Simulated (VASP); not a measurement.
# Si2Mo (I4/mmm) in VASP: a series of runs

The runs below take Si2Mo through band structure, density of states, with PBE, LDA, r2SCAN.

All numbers are computed with VASP 6.6.1; they aren't measurements. Logs are shortened: lines on timing, memory, paths and dates and some standing lists are left out, and cuts for length are marked.

### Step 1. Starting point

The structure is tetragonal, space group I4/mmm (No. 139). Conventional cell: a = 3.192 Å, b = 3.192 Å, c = 7.824 Å, α = 90.00°, β = 90.00°, γ = 90.00°. Si (site symmetry 4mm) is surrounded by 5 Si at 2.58 to 2.62 Å and 5 Mo at 2.60 to 2.62 Å. Mo (site symmetry 4/mmm) has 10 Si at 2.60 to 2.62 Å as nearest neighbours.

### Step 2. Band structure, PBE

The input, INCAR:

```
SYSTEM = Si2Mo
PREC = Accurate
ENCUT = 520
EDIFF = 1E-6
ISMEAR = 1
SIGMA = 0.1
LREAL = .False.
LASPH = .True.
NELM = 80
ALGO = Normal
ISIF = 2
LWAVE = .False.
LCHARG = .False.
LMAXMIX = 4
GGA = PE
KPAR = 4
```

The input, KPOINTS:

```
regular mesh
0
Gamma
  16 16 16
  0 0 0
```

The input, POSCAR:

```
Si2Mo                                   
1.0
   -1.5959480887      1.5959480887      3.9120600011
    1.5959480887     -1.5959480887      3.9120600011
    1.5959480887      1.5959480887     -3.9120600011
  Si              Mo            
     2     1
Direct
     0.3350752359360774    0.3350752359360774    0.0000000000000000
     0.6649247640639225    0.6649247640639225    0.0000000000000000
     0.0000000000000000    0.0000000000000000    0.0000000000000000
```

The input, KPOINTS_OPT:

```
explicit points
298
Reciprocal
 0.0000000000  0.0000000000  0.0000000000 1
 0.0000000000  0.0000000000  0.0263157895 1
 0.0000000000  0.0000000000  0.0526315789 1
 0.0000000000  0.0000000000  0.0789473684 1
 0.0000000000  0.0000000000  0.1052631579 1
 0.0000000000  0.0000000000  0.1315789474 1
[... 290 lines left out ...]
-0.4781054500  0.5218945500 -0.0218945500 1
-0.5218945500  0.4781054500  0.0218945500 1
```

Potentials or basis: VASP PAW PBE potentials, release 64 (Si, Mo_sv).

Run with:

```console
> cat potpaw_PBE.64/Si/POTCAR potpaw_PBE.64/Mo_sv/POTCAR > POTCAR
> mpirun -np 4 vasp_std > vasp.out
```

OUTCAR:

```text
SYSTEM = Si2Mo
   PREC = Accurate
   ENCUT = 520
   EDIFF = 1E-6
   ISMEAR = 1
   LREAL = .False.
   LASPH = .True.
   NELM = 80
   ISIF = 2
   GGA = PE

 ion  position               nearest neighbor table
   1  0.335  0.335  0.000-   2 2.58   3 2.60   3 2.60   3 2.60   3 2.60   2 2.62   2 2.62   2 2.62
                             2 2.62   3 2.62
   2  0.665  0.665  0.000-   1 2.58   3 2.60   3 2.60   3 2.60   3 2.60   1 2.62   1 2.62   1 2.62
                             1 2.62   3 2.62
   3  0.000  0.000  0.000-   2 2.60   2 2.60   2 2.60   1 2.60   2 2.60   1 2.60   1 2.60   1 2.60
                             1 2.62   2 2.62

  LATTYP: Found a body centered tetragonal cell.
 ALAT       =     3.1918961774
 C/A-ratio  =     2.4512451431

  Lattice vectors:

 A1 = (  -1.5959480887,   1.5959480887,   3.9120600011)
 A2 = (   1.5959480887,  -1.5959480887,   3.9120600011)
 A3 = (   1.5959480887,   1.5959480887,  -3.9120600011)

Analysis of symmetry for initial positions (statically):
=====================================================================
 Subroutine PRICEL returns:
 Original cell was already a primitive cell.

 Routine SETGRP: Setting up the symmetry group for a
 body centered tetragonal supercell.

 Subroutine GETGRP returns: Found 16 space group operations
 (whereof 16 operations were pure point group operations)
 out of a pool of 16 trial point group operations.

The static configuration has the point symmetry D_4h.

Analysis of symmetry for dynamics (positions and initial velocities):
=====================================================================
 Subroutine PRICEL returns:
 Original cell was already a primitive cell.

 Routine SETGRP: Setting up the symmetry group for a
 body centered tetragonal supercell.

 Subroutine GETGRP returns: Found 16 space group operations
 (whereof 16 operations were pure point group operations)
 out of a pool of 16 trial point group operations.

The dynamic configuration has the point symmetry D_4h.

 Subroutine INISYM returns: Found 16 space group operations
 (whereof 16 operations are pure point group operations),
 and found     1 'primitive' translations

----------------------------------------------------------------------------------------

                                     Primitive cell

  volume of cell :      39.8569

  direct lattice vectors                    reciprocal lattice vectors
    -1.595948089  1.595948089  3.912060001     0.000000000  0.313293398  0.127809901
     1.595948089 -1.595948089  3.912060001     0.313293398  0.000000000  0.127809901
     1.595948089  1.595948089 -3.912060001     0.313293398  0.313293398  0.000000000

  length of vectors
     4.516449275  4.516449275  4.516449275     0.338360938  0.338360938  0.443063773

  position of ions in fractional coordinates (direct lattice)
     0.335075236  0.335075236  0.000000000
     0.664924764  0.664924764  0.000000000
     0.000000000  0.000000000  0.000000000

  ion indices of the primitive-cell ions
   primitive index   ion index
                 1           1
                 2           2
                 3           3

----------------------------------------------------------------------------------------

 KPOINTS: regular mesh

Automatic generation of k-mesh.
 Grid dimensions read from file:
 generate k-points for:   16   16   16

 Generating k-lattice:

  Cartesian coordinates                     Fractional coordinates (reciprocal lattice)
     0.000000000  0.019580837  0.007988119     0.062500000  0.000000000  0.000000000
     0.019580837  0.000000000  0.007988119     0.000000000  0.062500000  0.000000000
     0.019580837  0.019580837  0.000000000     0.000000000  0.000000000  0.062500000

  Length of vectors
     0.021147559  0.021147559  0.027691486

  Shift w.r.t. Gamma in fractional coordinates (k-lattice)
     0.000000000  0.000000000  0.000000000

 Subroutine IBZKPT returns following result:
 ===========================================

 Found    349 irreducible k-points:

 Following reciprocal coordinates:
            Coordinates               Weight
  0.000000  0.000000  0.000000      1.000000
  0.062500  0.000000  0.000000      8.000000
  0.125000  0.000000  0.000000      8.000000
  0.187500  0.000000 -0.000000      8.000000
  0.250000  0.000000  0.000000      8.000000
  0.312500  0.000000  0.000000      8.000000
[... 16 lines left out ...]
 -0.125000  0.062500  0.000000     16.000000
 -0.062500  0.062500  0.000000      4.000000
 [... further k-points ...]
   k-points           NKPTS =    349   k-points in BZ     NKDIM =    349   number of bands    NBANDS=     15
   number of dos      NEDOS =    301   number of ions     NIONS =      3
   total plane-waves  NPLWV =  46656
   dimension x,y,z NGX =    36 NGY =   36 NGZ =   36
   dimension x,y,z NGXF=    72 NGYF=   72 NGZF=   72
   ions per type =               2   1
   NGX,Y,Z   is equivalent  to a cutoff of  13.25, 13.25, 13.25 a.u.
   NGXF,Y,Z  is equivalent  to a cutoff of  26.50, 26.50, 26.50 a.u.
 SYSTEM =  Si2Mo
   PREC   = accura    normal or accurate (medium, high low for compatibility)
   ISTART =      0    job   : 0-new  1-cont  2-samecut
   ICHARG =      2    charge: 1-file 2-atom 10-const
   ISPIN  =      1    spin polarized calculation?
   LNONCOLLINEAR =      F non collinear calculations
   LSORBIT =      F    spin-orbit coupling
   LASPH  =      T    aspherical Exc in radial PAW
   ENCUT  =  520.0 eV  38.22 Ry    6.18 a.u.   8.40  8.40  8.40*2*pi/ulx,y,z
   NELM   =     80;   NELMIN=  2; NELMDL= -5     # of ELM steps
   EDIFF  = 0.1E-05   stopping-criterion for ELM
   LREAL  =      F    real-space projection
   EDIFFG = 0.1E-04   stopping-criterion for IOM
   NSW    =      0    number of steps for IOM
   IBRION =     -1    ionic relax: 0-MD 1-quasi-New 2-CG
   NFREE  =      0    steps in history (QN), initial steepest desc. (CG)
   ISIF   =      2    stress and relaxation
   ISYM   =      2    0-nonsym 1-usesym 2-fastsym
   POTIM  = 0.5000    time-step for ionic-motion
   TEBEG  =    0.0;   TEEND  =   0.0 temperature during run
   PSTRESS=    0.0 pullay stress
   NELECT =      22.0000    total number of electrons
   NUPDOWN=      -1.0000    fix difference up-down
   EMIN   =  10.00;   EMAX   =-10.00  energy-range for DOS
   EFERMI =   0.00;   METHOD = LEGACY
   ISMEAR =     1;   SIGMA  =   0.10  broadening in eV -4-tet -1-fermi 0-gaus
   EFERMI_NEDOS =   21; number of points for ismear=-14 and -15
   IALGO  =     38    algorithm
   IMIX   =      4    mixing-type and parameters
     AMIX     =   0.40;   BMIX     =  1.00
     AMIX_MAG =   1.60;   BMIX_MAG =  1.00
  volume/ion in A,a.u.               =      13.29        89.66
  Fermi-wavevector in a.u.,A,eV,Ry     =   1.342914  2.537739 24.536975  1.803417
  Thomas-Fermi vector in A             =   2.471029
   LORBIT       =      0    0 simple, 1 ext, 2 COOP (PROOUT), +10 PAW based schemes
   GGA     = PE    functional components
   LHFCALC =     F    Hartree Fock is set to
   AEXX    =    0.0000 exact exchange contribution
   IVDW    =     0    specifies the selected vdW correction
   LEPSILON=     F    determine dielectric tensor
   LRPA    =     F    only Hartree local field effects (RPA)
 non-spin polarized calculation
 Methfessel and Paxton  Order N= 1 SIGMA  =   0.10
  energy-cutoff  :      520.00
  volume of cell :       39.86
 maximum number of plane-waves:      1104
 NGX is ok and might be reduce to    36
   NGX = 17   NGY = 17   NGZ = 17

 number of electron      22.0000000 magnetization

 Free energy of the ion-electron system (eV)
  ---------------------------------------------------
  ext. energy  EPLUGINS =         0.00000000
  ---------------------------------------------------
  free energy    TOTEN  =       -23.24748479 eV

  energy without entropy =      -23.24715459  energy(sigma->0) =      -23.24737472

 E-fermi :  12.3864     XC(G=0): -12.4728

 val. band max:       12.3778129486   @ k =  -0.4375  -0.4375   0.3750
 cond. band min:      12.3904755089   @ k =  -0.4375  -0.4375   0.4375
 fundamental gap:      0.0126625603
 Fermi energy:        12.3863514013

 k-point     1 :       0.0000    0.0000    0.0000
  band No.  band energies     occupation
      1     -48.3059      2.00000
      2     -22.4638      2.00000
      3     -22.3831      2.00000
      4     -22.3831      2.00000
      5      -1.0928      2.00000
      6       5.9526      2.00000
      7       8.9913      2.00000
      8       9.3065      2.00000
      9       9.7617      2.00000
     10       9.7617      2.00000
     11      12.7760     -0.00000
     12      15.5666      0.00000
     13      15.6141      0.00000
     14      15.9472      0.00000
     15      15.9472      0.00000

 k-point     2 :       0.0625    0.0000    0.0000
  band No.  band energies     occupation
      1     -48.3051      2.00000
      2     -22.4631      2.00000
      3     -22.3934      2.00000
      4     -22.3821      2.00000
      5      -1.0209      2.00000
      6       5.9589      2.00000
      7       8.7073      2.00000
      8       9.3147      2.00000
      9       9.8095      2.00000
     10       9.9220      2.00000
     11      12.5476     -0.04499
     12      15.2829      0.00000
     13      15.5668      0.00000
     14      15.7528      0.00000
     15      16.1891      0.00000
[... 365 lines left out ...]
      3     -22.4216      2.00000
      4     -22.3895      2.00000
      5      -0.7785      2.00000
      6       6.1613      2.00000
      7       8.0631      2.00000
      8       9.2791      2.00000
      9       9.4318      2.00000
     10      10.5423      2.00000
     11      11.7913      2.00000
     12      14.8474      0.00000
     13      15.2650      0.00000
     14      16.0974      0.00000
     15      16.4949      0.00000

 k-point    24 :      -0.0625    0.0625    0.0000
  band No.  band energies     occupation
      1     -48.3044      2.00000
      2     -22.4618      2.00000
      3     -22.3931      2.00000
      4     -22.3916      2.00000
      5      -0.9704      2.00000
      6       6.0622      2.00000
      7       8.5271      2.00000
      8       9.3413      2.00000
      9       9.4474      2.00000
     10      10.2688      2.00000
     11      12.3082      1.97034
     12      15.2182      0.00000
     13      15.8004      0.00000
     14      15.8111      0.00000
     15      16.0079      0.00000

 [... further k-points ...]

------------------------ aborting loop because EDIFF is reached ----------------------------------------

  FORCE on cell =-STRESS in cart. coord.  units (eV):
  Direction    XX          YY          ZZ          XY          YZ          ZX
  --------------------------------------------------------------------------------------
  -------------------------------------------------------------------------------------
  Total        1.2233754      1.2233754      1.2087862      0.0000000     -0.0000000     -0.0000000
  in kB       49.1775978     49.1775978     48.5911368      0.0000000     -0.0000000     -0.0000000
  external PRESSURE =      48.9821108 kB  Pullay stress =       0.0000000 kB

 VOLUME and BASIS-vectors are now :
 -----------------------------------------------------------------------------
  energy-cutoff  :      520.00
  volume of cell :       39.86
      direct lattice vectors                 reciprocal lattice vectors
    -1.595948089  1.595948089  3.912060001     0.000000000  0.313293398  0.127809901
     1.595948089 -1.595948089  3.912060001     0.313293398  0.000000000  0.127809901
     1.595948089  1.595948089 -3.912060001     0.313293398  0.313293398  0.000000000

 POSITION                                       TOTAL-FORCE (eV/Angst)
 -----------------------------------------------------------------------------------
      0.00000      0.00000      2.62167         0.000000      0.000000     -0.048345
      0.00000      0.00000      5.20245         0.000000      0.000000      0.048345
      0.00000      0.00000      0.00000        -0.000000     -0.000000      0.000000
 -----------------------------------------------------------------------------------
    total drift:                                0.000000      0.000000     -0.000000

  FREE ENERGIE OF THE ION-ELECTRON SYSTEM (eV)
  ---------------------------------------------------
  free  energy   TOTEN  =       -23.2474847899 eV

  energy  without entropy=      -23.2471545897  energy(sigma->0) =      -23.24737472
```

It took 78 s on 4 MPI ranks of AMD EPYC 9R45 (Zen 5), shared host; peak memory 0.43 GiB.

Results:

| Quantity | Value |
| --- | --- |
| Free energy | -23.2475 eV |
| Pressure | 4.9 GPa |
| Largest force | 0.048 eV/Å |
| Band gap along the path | none (metal or under the smearing width) |

Forces in eV/Å, atoms in the order of the input:
```
Si   0.000  0.000 -0.048
Si   0.000  0.000  0.048
Mo   0.000  0.000  0.000
```

Levels at the corners of the path, in eV from the Fermi level:
```
point  band 7  band 8  band 9  band 10  band 11  band 12  band 13  band 14  band 15
    Γ   -3.40   -3.08   -2.62    -2.62     0.39     3.18     3.23     3.56     3.56
    X   -5.67   -5.18   -4.45    -3.08    -1.20     2.36     2.79     3.18     3.38
    X   -5.67   -5.18   -4.45    -3.08    -1.20     2.36     2.79     3.18     3.38
    Y   -5.56   -4.46   -3.82    -2.95    -1.78     1.82     2.08     2.66     4.88
    Y   -5.56   -4.46   -3.82    -2.95    -1.78     1.82     2.08     2.66     4.88
    S   -6.84   -2.80   -2.49    -2.29    -0.40     1.56     3.04     3.69     4.58
    S   -6.84   -2.80   -2.49    -2.29    -0.40     1.56     3.04     3.69     4.59
    Γ   -3.40   -3.08   -2.62    -2.62     0.39     3.18     3.23     3.56     3.56
    Γ   -3.40   -3.08   -2.62    -2.62     0.39     3.18     3.23     3.56     3.56
    Z   -3.56   -2.20   -0.57    -0.57    -0.46    -0.46     0.53     4.77     5.25
    Z   -3.56   -2.20   -0.57    -0.57    -0.46    -0.46     0.53     4.77     5.25
   S1   -6.84   -2.80   -2.49    -2.29    -0.40     1.56     3.04     3.69     4.58
   S1   -6.84   -2.80   -2.49    -2.29    -0.40     1.56     3.04     3.69     4.58
    N   -4.98   -4.51   -2.59    -2.59    -0.50     2.31     3.14     4.15     4.23
    N   -4.98   -4.51   -2.59    -2.59    -0.50     2.31     3.14     4.15     4.23
    P   -6.29   -6.17   -2.72    -2.08    -2.08     0.33     2.36     4.05     4.05
    P   -6.29   -6.17   -2.72    -2.08    -2.08     0.33     2.36     4.05     4.05
   Y1   -5.56   -4.46   -3.82    -2.95    -1.78     1.82     2.08     2.66     4.88
   Y1   -5.56   -4.46   -3.82    -2.95    -1.78     1.82     2.08     2.66     4.88
    Z   -3.56   -2.20   -0.57    -0.57    -0.46    -0.46     0.53     4.77     5.25
    X   -5.67   -5.18   -4.45    -3.08    -1.20     2.36     2.79     3.18     3.38
    P   -6.29   -6.17   -2.72    -2.08    -2.08     0.33     2.36     4.05     4.05
```

### Step 3. Band structure, LDA

INCAR: that of step 2 with these lines changed.

```diff
@@ -14,3 +14,3 @@
 LMAXMIX = 4
-GGA = PE
+GGA = CA
 KPAR = 4
```

KPOINTS is that of step 2.

POSCAR is that of step 2.

KPOINTS_OPT is that of step 2.

Potentials or basis: VASP PAW LDA potentials, release 64 (Si, Mo_sv).

Run with:

```console
> cat potpaw_LDA.64/Si/POTCAR potpaw_LDA.64/Mo_sv/POTCAR > POTCAR
> mpirun -np 4 vasp_std > vasp.out
```

Run time: 75 s. Hardware: 4 MPI ranks of AMD EPYC 9R45 (Zen 5), shared host; peak memory 0.41 GiB.

The run converged. Its results:

| Item | Value |
| --- | --- |
| Free energy | -25.8133 eV |
| Pressure | -3.2 GPa |
| Largest force | 0.057 eV/Å |
| Band gap along the path | none (metal or under the smearing width) |

Forces on the atoms (eV/Å):
```
Si   0.000  0.000  0.057
Si   0.000  0.000 -0.057
Mo   0.000  0.000  0.000
```

Stress tensor (GPa, compression positive):
```
-2.98  0.00  0.00
 0.00 -2.98  0.00
 0.00  0.00 -3.60
```

Levels at the corners of the path, in eV from the Fermi level:
| point | band 7 | band 8 | band 9 | band 10 | band 11 | band 12 | band 13 | band 14 | band 15 |
| --- | --- | --- | --- | --- | --- | --- | --- | --- | --- |
| Γ | -3.38 | -3.10 | -2.61 | -2.61 | 0.40 | 3.20 | 3.26 | 3.56 | 3.56 |
| X | -5.60 | -5.17 | -4.43 | -3.07 | -1.14 | 2.32 | 2.75 | 3.17 | 3.40 |
| X | -5.60 | -5.17 | -4.43 | -3.07 | -1.14 | 2.32 | 2.75 | 3.17 | 3.40 |
| Y | -5.49 | -4.43 | -3.81 | -2.94 | -1.74 | 1.79 | 2.07 | 2.63 | 4.88 |
| Y | -5.49 | -4.43 | -3.81 | -2.94 | -1.74 | 1.79 | 2.07 | 2.63 | 4.88 |
| S | -6.79 | -2.81 | -2.48 | -2.26 | -0.39 | 1.54 | 3.05 | 3.70 | 4.54 |
| S | -6.79 | -2.81 | -2.48 | -2.26 | -0.39 | 1.54 | 3.05 | 3.70 | 4.55 |
| Γ | -3.38 | -3.10 | -2.61 | -2.61 | 0.40 | 3.20 | 3.26 | 3.56 | 3.56 |
| Γ | -3.38 | -3.10 | -2.61 | -2.61 | 0.40 | 3.20 | 3.26 | 3.56 | 3.56 |
| Z | -3.57 | -2.20 | -0.57 | -0.57 | -0.44 | -0.44 | 0.54 | 4.73 | 5.14 |
| Z | -3.57 | -2.20 | -0.57 | -0.57 | -0.44 | -0.44 | 0.54 | 4.73 | 5.14 |
| S1 | -6.79 | -2.81 | -2.48 | -2.26 | -0.39 | 1.54 | 3.05 | 3.70 | 4.54 |
| S1 | -6.79 | -2.81 | -2.48 | -2.26 | -0.39 | 1.54 | 3.05 | 3.70 | 4.54 |
| N | -4.97 | -4.45 | -2.59 | -2.58 | -0.49 | 2.27 | 3.13 | 4.11 | 4.22 |
| N | -4.97 | -4.45 | -2.59 | -2.58 | -0.49 | 2.27 | 3.13 | 4.11 | 4.22 |
| P | -6.24 | -6.16 | -2.69 | -2.04 | -2.04 | 0.30 | 2.32 | 4.08 | 4.08 |
| P | -6.24 | -6.16 | -2.69 | -2.04 | -2.04 | 0.30 | 2.32 | 4.08 | 4.09 |
| Y1 | -5.49 | -4.43 | -3.81 | -2.94 | -1.74 | 1.79 | 2.07 | 2.63 | 4.88 |
| Y1 | -5.49 | -4.43 | -3.81 | -2.94 | -1.74 | 1.79 | 2.07 | 2.63 | 4.88 |
| Z | -3.57 | -2.20 | -0.57 | -0.57 | -0.44 | -0.44 | 0.54 | 4.73 | 5.14 |
| X | -5.60 | -5.17 | -4.43 | -3.07 | -1.14 | 2.32 | 2.75 | 3.17 | 3.40 |
| P | -6.24 | -6.16 | -2.69 | -2.04 | -2.04 | 0.30 | 2.32 | 4.08 | 4.08 |

(Part 1 of 2 ends here.)
